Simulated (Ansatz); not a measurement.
**A failed many-body run on AlN (P6_3mc)**

What is wrong with this input for AlN (P6_3mc)?

Calculated with Ansatz 0.2.0; G0W0 on PBE, plane waves, PAW.

The database entry behind the starting cell differs from later determinations by our own check (inner coordinate u about 0.002 short), so it need not match the best structure at ambient conditions.

**1. Starting point**

Symmetry: P6_3mc, No. 186, hexagonal system. The conventional cell has a = 3.113 Å, b = 3.113 Å, c = 4.981 Å, α = 90.00°, β = 90.00°, γ = 120.00°. Al has 4 N at 1.89 Å nearest. N has 4 Al at 1.89 Å nearest. Farther neighbours and most contacts between anions are not listed.

As a file:

```cif
data_structure
_symmetry_space_group_name_H-M 'P 1'
_symmetry_Int_Tables_number 1
_cell_length_a 3.1130
_cell_length_b 3.1130
_cell_length_c 4.9810
_cell_angle_alpha 90.000
_cell_angle_beta 90.000
_cell_angle_gamma 120.000
_cell_volume 41.80
loop_
_atom_site_label
_atom_site_type_symbol
_atom_site_fract_x
_atom_site_fract_y
_atom_site_fract_z
_atom_site_occupancy
Al1 Al 0.33333 0.66667 0.00000 1
Al2 Al 0.66667 0.33333 0.50000 1
N3 N 0.33333 0.66667 0.38000 1
N4 N 0.66667 0.33333 0.88000 1
```

The cell and positions come from the Crystallography Open Database and are kept as given unless a step says otherwise. The default PAW set here is soft_1. Its files were made with PBE.

**2. First try**

Input file input.yaml:

```yaml
crystal:
  lattice:
    - [3.113, 0.0, 0.0]
    - [-1.5565, 2.695937082, 0.0]
    - [0.0, 0.0, 4.981]
  atoms:
    - { symbol: Al, position: [0.3333333333, 0.6666666667, 0.0] }
    - { symbol: Al, position: [0.6666666667, 0.3333333333, 0.5] }
    - { symbol: "N", position: [0.3333333333, 0.6666666667, 0.38] }
    - { symbol: "N", position: [0.6666666667, 0.3333333333, 0.88] }
kpoints:
  mp_grid: { grid: [1, 1, 1] }
hamiltonian:
  xc: pbe
  pseudopotentials: { kind: paw, azcp: { folder: "./paw" } }
scf:
  occupations: { method: fixed }
gw:
  n_empty_bands: 67
  ecut_chi: 80
  qp_bands: [v2, c2]
  qp_kpoints: band_edges
  screening: { model: contour_deformation }
```

Run with:

```console
$ ansatz run input.yaml --threads 3 --pin off --max-ram 92160MiB --backend cuda --events-out ev --progress --plain --runs-dir out --devices 1 --max-vram 13GiB
```

Numbers of over 12 decimals in the logs are rounded to 6 here.

The program printed:

```text
GPUs: using 1 of 1 available (devices: 1).
Engine: ansatz 0.2.0, x86_64-unknown-linux-gnu
Pseudopotentials: kind: paw
Pseudopotential: Al, paw, valence charge 3, recommended cutoff 420 eV (normal), <dir>
Pseudopotential: N, paw, valence charge 5, recommended cutoff 420 eV (normal), <dir>
Functional definition: PBE
  parameter kappa = 0.804
  parameter beta = 0.066725
  exchange = pbe_x(kappa = kappa, mu = beta*pi^2/3)
  correlation = pbe_c(beta = beta)
device memory: the entry about to start is reckoned to put 0.4 GiB on a device that reports 71.4 GiB free (of which the cap on the GPU budget leaves the run 13.0 GiB)
GPU FFT provider: cuFFT
GPU libraries: cuBLAS 13.8.2, cuFFT 12.4.0, cuSOLVER 12.3.4
Crystal: 4 atoms, lattice volume = 41.803 Å³
Basis set: ecut = 420 eV, 809 PW (Γ)
Bands: 12, of which v1, the nominal top of the filled ones, is band 8 counted from 1 (7 counted from 0)
Symmetry: 12 space group operations
Space group: P63mc (ITA 186), of the structure as read, at distance tolerance 3.5e-5 Å
k-points: 1
Non-local potential: Al, projectors of the file, l = 0: 2, l = 1: 2, l = 2: 1
Non-local potential: N, projectors of the file, l = 0: 2, l = 1: 2, l = 2: 1
PAW form: soft (Blöchl's): semilocal exchange-correlation on the pseudo side does not see the compensation charge
PAW one-centre angular grid: Al, 110 points (default); XC on 64 Gauss nodes
PAW one-centre angular grid: N, 110 points (default); XC on 64 Gauss nodes
Initial density: superposition of atomic densities (chi_scale 0.1, normalization cell, long waves kept (reshape's long-wave potential 0.00 eV rms))
Initial wavefunctions: pseudopotential atomic-orbital guess
GPU buffer pool allocated for 20736 grid points (all kernels)
GPU transforms: local potential and band sums: pruned to the plane-wave sphere, on 24×24×36
Functional: x = pbe(κ = 0.804, μ = 0.219515), c = pbe(β = 0.066725)
SCF iter   1: F=—  HF=-1842.965623 eV  |F-HF|=—  |Δ(HF+E_count)|=         —  Δρ=2.08e-1  dr2=2.05e1  ethr=3.10e-3  ⟨swp⟩=5.0  Hψ=66  notcnv=0  defer=2
preconditioner: auto → none  [insulator: Δε(μ)=5.473 eV  Ē_g=13.884 eV  n_scr=2 (ndim 8)  ℏωp=23.0 eV  f_vac=0.000  ε∞_Penn≈3.7]
SCF iter   2: F=—  HF=-1836.610781 eV  |F-HF|=—  |Δ(HF+E_count)|=    6.35e0  Δρ=9.72e-2  dr2=1.88e0  ethr=3.10e-3  ⟨swp⟩=3.0  Hψ=39  notcnv=0  defer=2
SCF iter   3: F=—  HF=-1836.279054 eV  |F-HF|=—  |Δ(HF+E_count)|=   3.32e-1  Δρ=3.63e-2  dr2=2.54e-1  ethr=3.10e-3  ⟨swp⟩=2.0  Hψ=29  notcnv=0  defer=2
SCF iter   4: F=—  HF=-1836.343177 eV  |F-HF|=—  |Δ(HF+E_count)|=   6.41e-2  Δρ=1.83e-3  dr2=6.32e-4  ethr=1.59e-3  ⟨swp⟩=3.0  Hψ=24  notcnv=0  defer=2
SCF iter   5: F=—  HF=-1836.343375 eV  |F-HF|=—  |Δ(HF+E_count)|=   1.98e-4  Δρ=7.71e-4  dr2=7.02e-5  ethr=3.95e-6  ⟨swp⟩=3.0  Hψ=20  notcnv=0  defer=2
SCF iter   6: F=—  HF=-1836.343437 eV  |F-HF|=—  |Δ(HF+E_count)|=   6.15e-5  Δρ=1.95e-4  dr2=9.45e-6  ethr=4.39e-7  ⟨swp⟩=2.0  Hψ=22  notcnv=0  defer=2
SCF iter   7: F=—  HF=-1836.343434 eV  |F-HF|=—  |Δ(HF+E_count)|=   2.65e-6  Δρ=2.14e-5  dr2=1.36e-7  ethr=5.91e-8  ⟨swp⟩=2.0  Hψ=19  notcnv=0  defer=2
SCF iter   8: F=-1836.343434 eV  HF=-1836.343434 eV  |F-HF|=3.88e-9  |Δ(HF+E_count)|=   3.93e-8  Δρ=5.22e-6  dr2=6.60e-9  ethr=6.25e-10  ⟨swp⟩=8.0  Hψ=96  notcnv=0
SCF 1 converged in 8 iterations: F = -1836.343434 eV  dr2 = 6.60e-9
[...]
device memory: the entry about to start is reckoned to put 0.4 GiB on a device that reports 71.8 GiB free (of which the cap on the GPU budget leaves the run 13.0 GiB)
NSCF: frozen V_eff on 1 k-points
[...]
device memory: the entry about to start is reckoned to put 0.6 GiB on a device that reports 72.3 GiB free (of which the cap on the GPU budget leaves the run 13.0 GiB)
NSCF: frozen V_eff on 1 k-points
G₀W₀ screening: q 1/1
G₀W₀ self-energy: k 1/1
device memory: the entry about to start is reckoned to put 0.3 GiB on a device that reports 74.5 GiB free (of which the cap on the GPU budget leaves the run 13.0 GiB)
NSCF: frozen V_eff on 1 k-points
device memory: the entry about to start is reckoned to put 0.3 GiB on a device that reports 74.7 GiB free (of which the cap on the GPU budget leaves the run 13.0 GiB)
NSCF: frozen V_eff on 1 k-points
device memory: the entry about to start is reckoned to put 0.3 GiB on a device that reports 74.7 GiB free (of which the cap on the GPU budget leaves the run 13.0 GiB)
NSCF: frozen V_eff on 1 k-points
device memory: the entry about to start is reckoned to put 0.3 GiB on a device that reports 75.1 GiB free (of which the cap on the GPU budget leaves the run 13.0 GiB)
NSCF: frozen V_eff on 1 k-points
device memory: the entry about to start is reckoned to put 0.3 GiB on a device that reports 74.9 GiB free (of which the cap on the GPU budget leaves the run 13.0 GiB)
NSCF: frozen V_eff on 1 k-points
SCF converged after 8 iterations
Free energy (F): -1836.343434 eV
Harris-Foulkes:  -1836.343434 eV  (|F-HF|=3.88e-9)
Internal energy: -1836.343434 eV  (E = F + TS)
E sigma→0 (E₀):  -1836.343434 eV
Fermi energy:    8.429377 eV
--- Per-component energies (eV) ---
  E_band       = 61.051668
  E_kinetic    = 343.014816
  E_local      = -445.810845  (includes V_loc(G=0)·N_el)
  E_nonlocal   = 79.325166
  E_hartree    = 174.585754
  E_xc         = -199.298574
  E_vxc        = -215.552073  (∫ρ·V_xc dr)
  E_paw        = -1196.498561  (= ΣΔE_a)
  E_vpaw       = -49.100540  (= ΣTr[D̂ρ^β])
  E_aug_tail   = 0.002079  (compensation charges beyond the density's cutoff)
  E_ewald      = -591.663270
  E_smearing   = -0.000000  (= −TS)
  E_closure    = -0.000000  (closes the sum)
  Σ components = -1836.343434   (vs F -1836.343434, Δ=0.00e0)
--- Band table (eV) ---
  k-point 0: bands = [... 4 lower, 7.5940, 8.3565, 8.3565, 8.4294, 12.2382, 14.4418, 18.6211, 18.6211]
--- G₀W₀: contour deformation, 5 samples at zero and on the imaginary axis and 1 off it, 1 q-point, 67 empty bands' worth ---
  eigenvalues of the whole cell's RPA ε∞ on this k-mesh (on a slab, of 1 + 4πα/V) = 17.0694, 20.5294, 20.5294; static W/v taken at q = 0 is 0.049036
  bands read: the sum over 75 bands ends inside a degenerate multiplet in 1 slot, whose members it reads at an even weight; the widest, k=0: bands 75 to 76 (counted from 1) at 1/2 each
  gw.qp_kpoints: band_edges: 1 of 1 stored k-point solved, in 1 pass; an edge of the gap read off the rows below is read off those points alone
    ik  band        ε_KS         Σx   Σc(E_QP)       V_xc       Z   E_QP_lin       E_QP  E_QP is
     0     7      8.3565   -24.3014     6.3944   -17.6073  0.7637     8.0560     8.0569  root
     0     8      8.4294   -22.1705     4.8738   -17.4451  0.7766     8.5776     8.5779  root
     0     9     12.2382    -8.4306    -5.9638   -14.3543  0.7865    12.1981    12.1981  root
     0    10     14.4418    -5.9807    -6.5344   -12.5245  0.7901    14.4511    14.4511  root
```

It took 15 s on 1 × NVIDIA H100 80GB HBM3 (shared by 6 runs) with 3 threads of AMD EPYC 7R13 (Zen 3), shared host; peak memory 0.98 GiB; 2.6 s of CPU time.

Q: What is the fault?

The run ended normally, though the input holds a fault or crude settings.

The fault: G0W0 on a mesh far too coarse. So few points can't sample the density or the screening, and the band edges may lie elsewhere in the zone.

It printed a gap of 3.62 eV, which is an artefact of the settings.

**3. A better input**

Now the one-shot GW correction: screening in the RPA, then the self-energy of the levels asked for.

input.yaml, as its differences from that of step 2:

```diff
@@ -11,3 +11,3 @@
 kpoints:
-  mp_grid: { grid: [1, 1, 1] }
+  mp_grid: { grid: [6, 6, 4] }
 hamiltonian:
@@ -18,4 +18,4 @@
 gw:
-  n_empty_bands: 67
-  ecut_chi: 80
+  n_empty_bands: 124
+  ecut_chi: 120
   qp_bands: [v2, c2]
```

The program printed:

```text
GPUs: using 1 of 1 available (devices: 1).
[...]
GPU FFT provider: cuFFT
GPU libraries: cuBLAS 13.8.2, cuFFT 12.4.0, cuSOLVER 12.3.4
Crystal: 4 atoms, lattice volume = 41.803 Å³
Basis set: ecut = 420 eV, 809 PW (Γ)
Bands: 12, of which v1, the nominal top of the filled ones, is band 8 counted from 1 (7 counted from 0)
[... 1 set-up line as in the run before ...]
[...]
k-points: 21 of 144 (time reversal used)
[...]
GPU buffer pool allocated for 20736 grid points (all kernels)
[...]
SCF iter   1: F=—  HF=-1851.407366 eV  |F-HF|=—  |Δ(HF+E_count)|=         —  Δρ=1.39e-1  dr2=9.84e0  ethr=3.10e-3  ⟨swp⟩=4.8  Hψ=1366  notcnv=0  defer=10
[...]
SCF iter   7: F=-1848.508205 eV  HF=-1848.508205 eV  |F-HF|=1.96e-9  |Δ(HF+E_count)|=   7.05e-8  Δρ=2.65e-6  dr2=1.58e-9  ethr=6.25e-10  ⟨swp⟩=4.1  Hψ=1133  notcnv=0
SCF 1 converged in 7 iterations: F = -1848.508205 eV  dr2 = 1.58e-9
[...]
0     7      6.9331   -21.7172     3.2210   -17.6723  0.7830     6.1030     6.1092  root
     0     8      7.1126   -21.7778     3.1720   -17.8132  0.7831     6.3143     6.3199  root
     0     9     11.3260    -9.8000    -3.8585   -14.4586  0.8175    12.1302    12.1260  root
     0    10     13.7812    -7.9362    -4.3896   -13.2051  0.8235    14.6665    14.6605  root
     1     7      6.8333   -21.7205     3.2530   -17.6285  0.7825     5.9878     5.9943  root
     1     8      6.8333   -21.7205     3.2530   -17.6285  0.7825     5.9878     5.9943  root
     1     9     12.2816   -10.1396    -3.9321   -14.9413  0.8112    13.1565    13.1511  root
     1    10     13.8987    -8.2310    -4.4157   -13.5497  0.8194    14.8082    14.8017  root
[...]
20     7      6.3358   -21.7364     3.3650   -17.4712  0.7799     5.4275     5.4356  root
    20     8      6.3358   -21.7364     3.3650   -17.4712  0.7799     5.4275     5.4356  root
    20     9     14.5445    -6.8458    -4.5521   -12.2056  0.8056    15.3587    15.3523  root
    20    10     14.5445    -6.8458    -4.5521   -12.2056  0.8056    15.3587    15.3523  root
[key lines of the parts left out:]
SCF converged after 7 iterations
Free energy (F): -1848.508205 eV
Fermi energy:    7.112566 eV
```

Wall time 26 s (1 × NVIDIA H100 80GB HBM3 (shared by 6 runs) with 3 threads); peak memory 1.1 GiB; 9.8 s of CPU time.

Numbers from this step:

* bands summed: 132
* RPA ε∞ on this mesh (eigenvalues): 4.225, 4.225, 4.374
* plane waves in the screening matrix: 135
* q-points in the mesh: 144
* G0W0 gap on the mesh: 5.806 eV
* k of the valence top: 0, 0, 0
* k of the conduction bottom: 0, 0, 0
* starting gap on the mesh: 4.213 eV
* Z at the valence top: 0.7831
* Z at the conduction bottom: 0.8175
* least direct G0W0 gap on the computed points: 5.806 eV

The gap on the mesh goes from 4.21 eV to 5.81 eV, a correction of +1.59 eV. Between the two edge states, bare exchange in place of the xc potential would open the gap by 8.62 eV, and correlation takes back 7.03 eV.

**4. Outcome**

```yaml
first_try: converged after 15 s
better_run: G0W0 gap on the mesh 5.81 eV (6×6×4 mesh, 124 empty bands, screening to 120 eV)
```

**Reading.** The second run differs in: mesh, empty bands and screening cutoff (eV). Bands and cutoff are finite, so the gap is not at the basis limit. The miss can reach some tenths of an eV and take either sign; the mesh is an error of its own.

[Paths, hosts, dates, memory and timing lines, banners, echoed tables and standing remarks are left out of the program output.]

[Logs are printed without paths, hosts, clocks, repeated set-up lines and the standing remarks that a program may print on its own settings, such as how far it seeks lower states.]

[Runs of the session that timed out or met a known fault of the program may be left out.]

[Cells called generated may have been cut or substituted from an entry of the Crystallography Open Database or the Materials Project.]

[Hosts, paths, dates, database ids (printed as entryN), source tags and the programs' standing remarks are cut or masked in the printed files.]
